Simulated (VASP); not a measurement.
Wanted: the native input for a VASP 6.6.1 run.

| Property | Result |
| --- | --- |
| Task | band structure |
| Functional | HSE03 |
| Potentials or basis | VASP PAW PBE potentials, release 64 (Al) |
| Cutoff | 520 eV |
| k mesh | 6 × 6 × 6 |
| Occupations | fermi-dirac, width 0.05 eV |
| Spin | no spin polarisation |
| Grid for exact exchange (PRECFOCK) | Fast |
| Further INCAR settings | ALGO = Normal; EDIFF = 1e-07; NBANDS = 8 |

The system is Al.

```
Al
1.0
     0.00000    2.02481    2.02481
     2.02481    0.00000    2.02481
     2.02481    2.02481    0.00000
Al
1
Cartesian
  0.0000 0.0000 0.0000
```

These files were run (other wordings do the same):

POSCAR

```
Al
1.0
    0.0000000000      2.0248050000      2.0248050000
    2.0248050000      0.0000000000      2.0248050000
    2.0248050000      2.0248050000      0.0000000000
Al
1
Direct
    0.0000000000      0.0000000000      0.0000000000
```

INCAR.step1

```
SYSTEM = Al
PREC = Accurate
ENCUT = 520
EDIFF = 1E-5
ISMEAR = -1
SIGMA = 0.05
LREAL = .False.
LASPH = .True.
NELM = 60
ALGO = Normal
ISIF = 2
LWAVE = .True.
LCHARG = .False.
NBANDS = 8
GGA = PE
```

INCAR.step2

```
SYSTEM = Al
PREC = Accurate
ENCUT = 520
EDIFF = 1E-7
ISMEAR = -1
SIGMA = 0.05
LREAL = .False.
LASPH = .True.
NELM = 60
ALGO = Normal
ISIF = 2
LWAVE = .False.
LCHARG = .False.
GGA = PE
LHFCALC = .True.
HFSCREEN = 0.3
PRECFOCK = Fast
NBANDS = 8
ISTART = 1
```

KPOINTS

```
regular mesh
0
Gamma
  6 6 6
  0 0 0
```

KPOINTS_OPT

```
path GXWKGLUWLK,UX
8
line-mode
reciprocal
 0.0000000000  0.0000000000  0.0000000000  G
 0.5000000000  0.0000000000  0.5000000000  X

 0.5000000000  0.0000000000  0.5000000000  X
 0.5000000000  0.2500000000  0.7500000000  W

 0.5000000000  0.2500000000  0.7500000000  W
 0.3750000000  0.3750000000  0.7500000000  K

 0.3750000000  0.3750000000  0.7500000000  K
 0.0000000000  0.0000000000  0.0000000000  G

 0.0000000000  0.0000000000  0.0000000000  G
 0.5000000000  0.5000000000  0.5000000000  L

 0.5000000000  0.5000000000  0.5000000000  L
 0.6250000000  0.2500000000  0.6250000000  U

 0.6250000000  0.2500000000  0.6250000000  U
 0.5000000000  0.2500000000  0.7500000000  W

 0.5000000000  0.2500000000  0.7500000000  W
 0.5000000000  0.5000000000  0.5000000000  L

 0.5000000000  0.5000000000  0.5000000000  L
 0.3750000000  0.3750000000  0.7500000000  K

 0.6250000000  0.2500000000  0.6250000000  U
 0.5000000000  0.0000000000  0.5000000000  X
```

Potentials or basis: VASP PAW PBE potentials, release 64 (Al).

Command:

```sh
$ cat potpaw_PBE.64/Al/POTCAR > POTCAR
$ cp INCAR.step1 INCAR
$ mpirun -np 1 vasp_std > vasp.out
$ cp INCAR.step2 INCAR
$ mpirun -np 1 vasp_std > vasp.out
```

It gave:

| Property | Result |
| --- | --- |
| Pressure | -0.7 GPa |
| Band gap along the path | none (metal or under the smearing width) |

Caveat: the k mesh is coarse (spacing up to 0.45 Å⁻¹), so the values aren't converged, least of all with exact exchange; the PAW data sets were made with another functional, which shifts forces and pressure a little.

Run time: 98 s on 1 thread of Intel(R) Xeon(R) 6975P-C (Granite Rapids) (shared host), peak memory 0.23 GiB.
